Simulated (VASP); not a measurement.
Write the native input for VASP 6.6.1 that does the following.

* Task: single point
* Functional: PBEsol
* Potentials or basis: VASP PAW PBE potentials, release 64 (Ru_pv)
* Cutoff: 900 eV
* k mesh: 20 × 20 × 20
* Occupations: gaussian, width 0.1 eV
* Spin: no spin polarisation
* Further INCAR settings: ALGO = Normal; EDIFF = 1e-06

The structure of Ru lies in POSCAR:

```
Ru
1.0
   -1.5090900000      1.5090900000      1.5090900000
    1.5090900000     -1.5090900000      1.5090900000
    1.5090900000      1.5090900000     -1.5090900000
Ru
1
Direct
    0.0000000000      0.0000000000      0.0000000000
```

This isn't the form of Ru at room conditions, which is hcp.

One way to write it, as run:

INCAR

```
PREC = Accurate ; ENCUT = 900
EDIFF = 1E-6 ; ISMEAR = 0
SIGMA = 0.1 ; LREAL = F
LASPH = T ; NELM = 60
ALGO = Normal ; ISIF = 2
LWAVE = F ; LCHARG = T
GGA = PS ; LELF = T
LVHAR = T
```

KPOINTS

```
Automatic mesh
0
Gamma
  20 20 20
```

Potentials or basis: VASP PAW PBE potentials, release 64 (Ru_pv).

Command:

```console
$ cat potpaw_PBE.64/Ru_pv/POTCAR > POTCAR
$ mpirun -np 1 vasp_std > vasp.out
```

It gave:

```
Pressure               : 0.1 GPa
Band gap on the k mesh : none (metal or under the smearing width)
```

Caveat: the PAW data sets were made with another functional, which shifts forces and pressure a little.

Run time: 32 s on 1 thread of Intel(R) Xeon(R) 6975P-C (Granite Rapids), on a shared host, peak memory 0.23 GiB.
